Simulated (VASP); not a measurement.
# NaCl in VASP: one cell, several levels of theory

What does VASP give for NaCl built on the rocksalt prototype, under -1.6 % biaxial strain in x and y, free along z, the cell held fixed? Runs: PBE, r2SCAN. The results are then set beside those of Ansatz 0.2.0 for the same cell.

Code: VASP 6.6.1. PAW datasets, plane waves. Spin-unpolarised throughout; all numbers are computed.

## Step 1: The cell

The cell comes from an earlier relaxation with r2SCAN in another program, then strained, with the atoms relaxed again.

It is tetragonal, I4/mmm (No. 139); conventional cell a = 3.902 Å, c = 5.649 Å, 21.50 Å³ an atom. Na has 6 Cl at 2.76–2.82 Å; Cl has 6 Na at 2.76–2.82 Å.

As a file:

```cif
data_structure
_symmetry_space_group_name_H-M 'P 1'
_symmetry_Int_Tables_number 1
_cell_length_a 3.9484
_cell_length_b 3.9484
_cell_length_c 3.9018
_cell_angle_alpha 60.390
_cell_angle_beta 60.390
_cell_angle_gamma 59.220
_cell_volume 43.00
loop_
_atom_site_label
_atom_site_type_symbol
_atom_site_fract_x
_atom_site_fract_y
_atom_site_fract_z
_atom_site_occupancy
Na1 Na 0.00000 0.00000 0.00000 1
Cl1 Cl 0.50000 0.50000 0.50000 1
```

## Step 2: PBE

Contents of INCAR:

```
ENCUT = 520.000000
SIGMA = 0.020000
EDIFF = 1.00e-07
GGA = PE
PREC = Accurate
IBRION = -1
ISIF = 2
ISMEAR = -1
NBANDS = 14
NELM = 120
NSW = 0
LASPH = .TRUE.
LCHARG = .TRUE.
LELF = .TRUE.
LWAVE = .FALSE.
LREAL = .FALSE.
```

Contents of KPOINTS:

```
KPOINTS created by Atomic Simulation Environment
0
Gamma
8 8 8
0 0 0
```

Contents of KPOINTS_OPT:

```
special points
6
Reciprocal
0.0000000000 0.0000000000 0.0000000000 1
0.5000000000 0.0000000000 0.5000000000 1
0.6250000000 0.2500000000 0.6250000000 1
0.3750000000 0.3750000000 0.7500000000 1
0.5000000000 0.5000000000 0.5000000000 1
0.5000000000 0.2500000000 0.7500000000 1
```

Contents of POSCAR:

```
Na Cl
 1.0000000000000000
     0.0000000000000000    2.7589767059999999    2.8245598581000002
     2.7589767059999999    0.0000000000000000    2.8245598581000002
     2.7589767059999999    2.7589767059999999    0.0000000000000000
 Na  Cl
   1   1
Cartesian
  0.0000000000000000  0.0000000000000000  0.0000000000000000
  2.7589767059999999  2.7589767059999999  2.8245598581000002
```

The run uses the recommended PBE PAW datasets (14 valence electrons a neutral cell).

On the command line:

```bash
$ mpirun -np 1 vasp_std
```

Printed to the terminal (iteration lines stand in OSZICAR):

```text
POSCAR found type information on POSCAR NaCl
 POSCAR found :  2 types and       2 ions
 LDA part: xc-table for (Slater+PW92), standard interpolation
 POSCAR, INCAR and KPOINTS ok, starting setup
 FFT: planning ... GRIDC
 FFT: planning ... GRID_SOFT
 FFT: planning ... GRID
 WAVECAR not read
 entering main loop
 Start KPOINTS_OPT (optional k-point list driver)
k-point batch [1-6\6]
```

OSZICAR:

```text
N       E                     dE             d eps       ncg     rms          rms(c)
DAV:   1     0.102714828281E+03    0.10271E+03   -0.70706E+03  1660   0.101E+03
DAV:   2     0.145350787592E+01   -0.10126E+03   -0.92762E+02  1780   0.277E+02
DAV:   3    -0.680834128876E+01   -0.82618E+01   -0.82029E+01  2144   0.720E+01
DAV:   4    -0.694477381040E+01   -0.13643E+00   -0.13637E+00  1982   0.101E+01
DAV:   5    -0.694763822776E+01   -0.28644E-02   -0.28641E-02  2156   0.148E+00    0.217E+00
DAV:   6    -0.676241470925E+01    0.18522E+00   -0.30215E-01  2044   0.328E+00    0.162E+00
DAV:   7    -0.675089759984E+01    0.11517E-01   -0.81027E-02  2194   0.167E+00    0.111E+00
DAV:   8    -0.675627814741E+01   -0.53805E-02   -0.95176E-03  1850   0.855E-01    0.304E-01
DAV:   9    -0.675615523316E+01    0.12291E-03   -0.22020E-04  2144   0.117E-01    0.156E-01
DAV:  10    -0.675625906757E+01   -0.10383E-03   -0.27338E-04  1928   0.137E-01    0.589E-02
DAV:  11    -0.675625037592E+01    0.86916E-05   -0.17120E-05  2150   0.408E-02    0.119E-02
DAV:  12    -0.675625063085E+01   -0.25493E-06   -0.18854E-06  1946   0.136E-02    0.142E-03
DAV:  13    -0.675625111185E+01   -0.48099E-06   -0.25362E-07  2000   0.337E-03    0.343E-03
DAV:  14    -0.675625090992E+01    0.20193E-06   -0.48624E-08  1492   0.131E-03    0.402E-04
DAV:  15    -0.675625091699E+01   -0.70681E-08   -0.32796E-09  1090   0.570E-04
   1 F= -.67562509E+01 E0= -.67562509E+01  d E =-.187606E-12
       N       E                     dE             ncg
DAV:   1     0.551021586159E+03   -0.31119E+04      174
DAV:   2    -0.983162308551E+01   -0.56085E+03      180
DAV:   3    -0.502614667605E+02   -0.40430E+02      198
DAV:   4    -0.508667285481E+02   -0.60526E+00      216
DAV:   5    -0.508785369959E+02   -0.11808E-01      204
DAV:   6    -0.508789165097E+02   -0.37951E-03      210
DAV:   7    -0.508789320183E+02   -0.15509E-04      222
DAV:   8    -0.508789323440E+02   -0.32568E-06      188
DAV:   9    -0.508789323585E+02   -0.14568E-07      168
```

The lines after F= are the extra pass for the points of KPOINTS_OPT, at fixed density; their E is not a total energy.

Parts of OUTCAR:

```text
k-points           NKPTS =     59   k-points in BZ     NKDIM =     59   number of bands    NBANDS=     14

   NELECT =      14.0000    total number of electrons

   dimension x,y,z NGX =    30 NGY =   30 NGZ =   30
   dimension x,y,z NGXF=    60 NGYF=   60 NGZF=   60

  energy-cutoff  :      520.00
  volume of cell :       43.00
      direct lattice vectors                 reciprocal lattice vectors
     0.000000000  2.758976706  2.824559858    -0.181226612  0.181226612  0.177018730
     2.758976706  0.000000000  2.824559858     0.181226612 -0.181226612  0.177018730
     2.758976706  2.758976706  0.000000000     0.181226612  0.181226612 -0.177018730

 k-points in reciprocal lattice and weights: KPOINTS created by Atomic Simulation Env
   0.00000000  0.00000000  0.00000000       0.002
   0.12500000  0.00000000  0.00000000       0.016
   0.25000000  0.00000000  0.00000000       0.016
   0.37500000  0.00000000  0.00000000       0.016
   0.50000000  0.00000000  0.00000000       0.008
   0.12500000  0.12500000  0.00000000       0.004
   0.25000000  0.12500000  0.00000000       0.016
   0.37500000  0.12500000  0.00000000       0.016
[... 51 more k-points ...]

 E-fermi :   0.0146

 k-point     1 :       0.0000    0.0000    0.0000
  band No.  band energies     occupation
      1     -21.2221      2.00000
      2     -21.2189      2.00000
      3     -21.2189      2.00000
      4     -13.2393      2.00000
      5      -0.4864      2.00000
      6      -0.4864      2.00000
      7      -0.4715      2.00000
      8       4.7940      0.00000
      9      10.5618      0.00000
     10      10.7441      0.00000
     11      10.7441      0.00000
     12      12.7489      0.00000
     13      13.0437      0.00000
     14      14.5790      0.00000

 k-point     2 :       0.1250    0.0000    0.0000
  band No.  band energies     occupation
      1     -21.2256      2.00000
      2     -21.2211      2.00000
      3     -21.2191      2.00000
      4     -13.1862      2.00000
      5      -0.8746      2.00000
      6      -0.5275      2.00000
      7      -0.5241      2.00000
      8       5.3067      0.00000
      9      10.1439      0.00000
     10      10.8209      0.00000
     11      10.9534      0.00000
     12      12.5269      0.00000
     13      12.7758      0.00000
     14      15.5415      0.00000

 k-point     3 :       0.2500    0.0000    0.0000
  band No.  band energies     occupation
      1     -21.2380      2.00000
      2     -21.2226      2.00000
      3     -21.2198      2.00000
      4     -13.0540      2.00000
      5      -1.6504      2.00000
      6      -0.6361      2.00000
      7      -0.6238      2.00000
      8       6.2836      0.00000
      9       9.6380      0.00000
     10      10.8956      0.00000
     11      11.1119      0.00000
     12      12.8342      0.00000
     13      12.9316      0.00000
     14      15.4800      0.00000

 k-point     4 :       0.3750    0.0000    0.0000
  band No.  band energies     occupation
      1     -21.2505      2.00000
      2     -21.2237      2.00000
      3     -21.2205      2.00000
      4     -12.9156      2.00000
      5      -2.2928      2.00000
      6      -0.7427      2.00000
      7      -0.7160      2.00000
      8       6.8010      0.00000
      9      10.0205      0.00000
     10      10.6147      0.00000
     11      10.8533      0.00000
     12      14.2639      0.00000
     13      14.2723      0.00000
     14      14.9415      0.00000

 k-point     5 :       0.5000    0.0000    0.0000
  band No.  band energies     occupation
      1     -21.2557      2.00000
      2     -21.2242      2.00000
      3     -21.2208      2.00000
      4     -12.8564      2.00000
      5      -2.5352      2.00000
      6      -0.7855      2.00000
      7      -0.7531      2.00000
      8       6.8661      0.00000
      9      10.4789      0.00000
     10      10.4916      0.00000
     11      10.7181      0.00000
     12      14.7905      0.00000
     13      15.7910      0.00000
     14      15.9371      0.00000

 k-point     6 :       0.1250    0.1250    0.0000
  band No.  band energies     occupation
      1     -21.2267      2.00000
      2     -21.2202      2.00000
      3     -21.2202      2.00000
      4     -13.1740      2.00000
      5      -0.8828      2.00000
      6      -0.5840      2.00000
      7      -0.5840      2.00000
      8       5.4661      0.00000
      9       9.7855      0.00000
     10      11.1378      0.00000
     11      11.1378      0.00000
     12      11.7824      0.00000
     13      13.2513      0.00000
     14      15.9123      0.00000

 k-point     7 :       0.2500    0.1250    0.0000
  band No.  band energies     occupation
      1     -21.2344      2.00000
      2     -21.2220      2.00000
      3     -21.2214      2.00000
      4     -13.0742      2.00000
      5      -1.4429      2.00000
      6      -0.6913      2.00000
      7      -0.6888      2.00000
      8       6.3189      0.00000
      9       9.2883      0.00000
     10      10.7727      0.00000
     11      11.4698      0.00000
     12      12.0072      0.00000
     13      13.4961      0.00000
     14      16.6368      0.00000

 k-point     8 :       0.3750    0.1250    0.0000
  band No.  band energies     occupation
      1     -21.2454      2.00000
      2     -21.2243      2.00000
      3     -21.2220      2.00000
      4     -12.9406      2.00000
      5      -2.0586      2.00000
      6      -0.8531      2.00000
      7      -0.7787      2.00000
      8       7.0798      0.00000
      9       9.4504      0.00000
     10      10.1586      0.00000
     11      11.3153      0.00000
     12      13.2423      0.00000
     13      14.5948      0.00000
     14      16.0908      0.00000

 k-point     9 :       0.5000    0.1250    0.0000
  band No.  band energies     occupation
      1     -21.2525      2.00000
      2     -21.2264      2.00000
      3     -21.2218      2.00000
      4     -12.8520      2.00000
      5      -2.4062      2.00000
      6      -0.9839      2.00000
      7      -0.8048      2.00000
      8       7.2724      0.00000
      9       9.8284      0.00000
     10      10.2670      0.00000
     11      11.0547      0.00000
     12      14.6782      0.00000
     13      15.8200      0.00000
     14      15.9066      0.00000

 k-point    10 :      -0.3750    0.1250    0.0000
  band No.  band energies     occupation
      1     -21.2514      2.00000
      2     -21.2274      2.00000
      3     -21.2208      2.00000
      4     -12.8656      2.00000
      5      -2.3487      2.00000
      6      -1.0076      2.00000
      7      -0.7538      2.00000
      8       7.2737      0.00000
      9       9.9658      0.00000
     10      10.0718      0.00000
     11      11.0290      0.00000
     12      14.1073      0.00000
     13      15.6885      0.00000
     14      16.0199      0.00000

 k-point    11 :      -0.2500    0.1250    0.0000
  band No.  band energies     occupation
      1     -21.2426      2.00000
      2     -21.2268      2.00000
      3     -21.2196      2.00000
      4     -12.9723      2.00000
      5      -1.9167      2.00000
      6      -0.9008      2.00000
      7      -0.6521      2.00000
      8       6.9285      0.00000
      9       9.3695      0.00000
     10      10.4972      0.00000
     11      11.3018      0.00000
     12      12.5064      0.00000
     13      14.3278      0.00000
     14      16.1923      0.00000

 k-point    12 :      -0.1250    0.1250    0.0000
  band No.  band energies     occupation
      1     -21.2313      2.00000
      2     -21.2248      2.00000
      3     -21.2189      2.00000
      4     -13.1045      2.00000
      5      -1.3137      2.00000
      6      -0.6958      2.00000
      7      -0.5567      2.00000
      8       5.9984      0.00000
      9       9.6031      0.00000
     10      10.9140      0.00000
     11      11.3027      0.00000
     12      12.0649      0.00000
     13      13.0935      0.00000
     14      16.4490      0.00000

 k-point    13 :       0.2500    0.2500    0.0000
  band No.  band energies     occupation
      1     -21.2361      2.00000
      2     -21.2233      2.00000
      3     -21.2233      2.00000
      4     -13.0219      2.00000
      5      -1.6020      2.00000
      6      -0.8038      2.00000
      7      -0.8038      2.00000
      8       6.7941      0.00000
      9       8.6502      0.00000
     10      10.3823      0.00000
     11      12.1980      0.00000
     12      12.1980      0.00000
     13      13.8242      0.00000
     14      18.6424      0.00000

[... the tables of k-points 14 to 59 left out ...]

  Total        0.6489159      0.6489159      0.3257562      0.0000000     -0.0000000      0.0000000
  in kB       24.1780977     24.1780977     12.1374229      0.0000000     -0.0000000      0.0000000
  external PRESSURE =      20.1645394 kB  Pullay stress =       0.0000000 kB

 POSITION                                       TOTAL-FORCE (eV/Angst)
 -----------------------------------------------------------------------------------
      0.00000      0.00000      0.00000         0.000000     -0.000000      0.000000
      2.75898      2.75898      2.82456        -0.000000      0.000000     -0.000000
 -----------------------------------------------------------------------------------
    total drift:                               -0.000000      0.000000      0.000000

  FREE ENERGIE OF THE ION-ELECTRON SYSTEM (eV)
  ---------------------------------------------------
  free  energy   TOTEN  =        -6.7562509170 eV

  energy  without entropy=       -6.7562509170  energy(sigma->0) =       -6.75625092
```

Hardware: 1 MPI rank of Intel Xeon Platinum 8488C, shared host.

The levels at the points of KPOINTS_OPT are read from vasprun.xml.

Band energies at the special points (eV, zero at the top of v, the last band that the electrons fill by count):

| point | v−1 | v | c | c+1 |
| --- | --- | --- | --- | --- |
| Γ | -0.01 | 0.00 | 5.27 | 11.03 |
| X | -0.70 | -0.63 | 7.65 | 8.00 |
| U | -1.20 | -0.55 | 8.30 | 9.12 |
| K | -1.21 | -0.51 | 8.35 | 9.22 |
| L | -0.31 | -0.28 | 7.34 | 10.95 |
| W | -1.26 | -0.84 | 9.02 | 9.74 |

The PBE gap is 5.27 eV, direct at Γ. The pressure is 2.02 GPa; the forces vanish within 0.01 eV/Å.

The maps below are laid out on this run's own conventional cell (a, b, c = 3.902, 3.902, 5.649 Å).

Density in a lattice plane of the grid's cell (edges 3.90 and 5.65 Å, at 0.000 of the third edge), which holds Na and Cl.

Ten even steps from ' ' (-0.01 e/Å³) to '@' (11.84 e/Å³):
```
##++::                      ::++
::..                          ..
                                
                                
                                
                                
                                
......                      ....
  ....                      ....
    ....                  ....  
  ....                      ....
......                      ....
                                
                                
                                
                                
                                
::..                          ..
##++::                      ::++
@@##--                      --##
```
Columns run along the first of these edges and rows up along the second, over one cell in 16 and 20 even steps from the bottom left corner. Atoms in the plane (fractional): Na at (0.00, 0.00), Cl at (0.00, 0.50).

ELF in the same plane.

Ten even steps from ' ' (0.00) to '@' (0.87):
```
  ..--::                  ::--..
------..                  ..----
....                          ..
                                
======--..              ..--====
@@%%%%##++::          ::++##%%%%
@@@@@@@@%%++::      ::++%%@@@@@@
@@@@@@@@@@##--      --##@@@@@@@@
**##@@@@@@%%==..  ..==%%@@@@@@##
::++%%@@@@%%++..  ..++%%@@@@%%++
**##@@@@@@%%==..  ..==%%@@@@@@##
@@@@@@@@@@##--      --##@@@@@@@@
@@@@@@@@%%++::      ::++%%@@@@@@
@@%%%%##++::          ::++##%%%%
======--..              ..--====
                                
....                          ..
------..                  ..----
  ..--::                  ::--..
    ::--                  --::  
```
Columns run along the first of these edges and rows up along the second, over one cell in 16 and 20 even steps from the bottom left corner. Atoms in the plane (fractional): Na at (0.00, 0.00), Cl at (0.00, 0.50).

Both are smooth fields of the valence electrons: close to the nuclei they are not physical.

The highest ELF values outside the cores: 0.88 in the shell around Cl, 0.8 Å from Cl.

(Part 1 of 2 ends here.)
